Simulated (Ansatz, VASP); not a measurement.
**Two plane-wave programs on CdSe**

The input INCAR:

```
SYSTEM = CdSe
PREC = Accurate ; ENCUT = 520
EDIFF = 1E-6 ; ISMEAR = 0
SIGMA = 0.05 ; LREAL = .FALSE.
LASPH = .TRUE. ; NELM = 60
ALGO = Normal ; ISIF = 2
LWAVE = .FALSE. ; LCHARG = .FALSE.
GGA = PS ; NBANDS = 16
```

The input KPOINTS:

```
regular mesh
0
G
  10 10 10
  0 0 0
```

The input POSCAR:

```
CdSe
1.0
    0.0000000000      2.7747275920      2.7747275920
    2.7747275920      0.0000000000      2.7747275920
    2.7747275920      2.7747275920      0.0000000000
Cd Se
1 1
Direct
    0.0000000000      0.0000000000      0.0000000000
    0.5000000000      0.5000000000      0.5000000000
```

Input for Ansatz:

```yaml
crystal:
  lattice:
    - [0.0, 2.774727592, 2.774727592]
    - [2.774727592, 0.0, 2.774727592]
    - [2.774727592, 2.774727592, 0.0]
  atoms:
    - { symbol: Cd, position: [0.0, 0.0, 0.0] }
    - { symbol: Se, position: [0.5, 0.5, 0.5] }
basis:
  ecutwfc: 420
  ecutrho_ratio: 4
kpoints:
  mp_grid: { grid: [10, 10, 10] }
hamiltonian:
  xc: pbesol
scf:
  occupations: { method: gaussian, width: 0.05 }
output:
  forces: true
  stress: true
  eigenvalues: true
```

Alike in both runs: task single point; functional PBEsol; k mesh 10 × 10 × 10; occupations gaussian, width 0.05 eV; no spin polarisation.

|  | VASP | Ansatz |
| --- | --- | --- |
| version | VASP 6.6.1 | Ansatz 0.2.0 |
| potentials or method | VASP PAW PBE potentials, release 64 (Cd, Se) | scalar-relativistic, plane waves, PAW |
| plane-wave cutoff (eV) | 520 | 420 |
| valence electrons in the cell | 18 | 36 |

```csv
,VASP,Ansatz,Ansatz less VASP
gap on the k mesh at the Fermi level (eV),none,none,-
pressure (GPa),3.9,3.3,-0.56
```

A gap of «none» marks a metal or a gap that the smearing closes. The functional is the same, so the differences come from potentials, cutoffs and numerics. The two sets of potentials don't hold the same shells in valence.

Caveats: the PAW data sets were made with another functional, which shifts forces and pressure a little (VASP).
